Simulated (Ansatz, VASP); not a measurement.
One calculation of ZrC, two programs

The input INCAR:

```
PREC = Accurate
ENCUT = 520
EDIFF = 1E-6
ISMEAR = -1
SIGMA = 0.05
LREAL = F
LASPH = T
NELM = 60
ALGO = Normal
ISIF = 2
LWAVE = F
LCHARG = F
NBANDS = 24
```

The input KPOINTS:

```
Automatic mesh
0
Gamma
  9 9 5
```

Contents of POSCAR:

```
ZrC
1.0
    3.4361060776      0.0000000000      0.0000000000
   -1.7180530388      2.9757551533      0.0000000000
    0.0000000000      0.0000000000      5.3596669437
Zr C
2 2
Direct
    0.6666666667      0.3333333333      0.7500000000
    0.3333333333      0.6666666667      0.2500000000
    0.0000000000      0.0000000000      0.5000000000
    0.0000000000      0.0000000000      0.0000000000
```

File input.yaml:

```yaml
crystal:
  lattice:
    - [3.4361060776, 0.0, 0.0]
    - [-1.7180530388, 2.9757551533, 0.0]
    - [0.0, 0.0, 5.3596669437]
  atoms:
    - { symbol: Zr, position: [0.6666666667, 0.3333333333, 0.75] }
    - { symbol: Zr, position: [0.3333333333, 0.6666666667, 0.25] }
    - { symbol: C, position: [0.0, 0.0, 0.5] }
    - { symbol: C, position: [0.0, 0.0, 0.0] }
hamiltonian:
  xc: lda
  pseudopotentials: { kind: paw }
kpoints:
  mp_grid: { grid: [9, 9, 5] }
scf:
  occupations: { method: fermi_dirac, width: 0.05 }
output:
  forces: true
  stress: true
  eigenvalues: true
```

The cell comes from a database or a generator and needn't be the stable form of this composition.

Alike in both runs: task single point; functional LDA; k mesh 9 × 9 × 5; occupations fermi-dirac, width 0.05 eV; no spin polarisation.

|  | VASP | Ansatz |
| --- | --- | --- |
| version | VASP 6.6.1 | Ansatz 0.2.0 |
| potentials or method | VASP PAW LDA potentials, release 64 (Zr_sv, C) | Ansatz PAW |
| plane-wave cutoff (eV) | 520 | 420 |
| valence electrons in the cell | 32 | 32 |

Ansatz gave:

| Item | Value |
| --- | --- |
| gap on the k mesh at the Fermi level (eV) | none |
| pressure (GPa) | -18.8 |
| largest component of the traceless stress (GPa) | 1.55 |

Estimate VASP's values.

gap on the k mesh at the Fermi level (eV): none; pressure (GPa): -18.3; largest component of the traceless stress (GPa): 1.51.

A gap of «none» marks a metal or a gap that the smearing closes.

Caveats: so large a pressure means that the cell lies far from this level's equilibrium, or that cutoff or potentials fall short (VASP); the PAW data sets come from PBE, with cores solved anew for the run's functional, which leaves a small shift of forces and pressure (Ansatz).
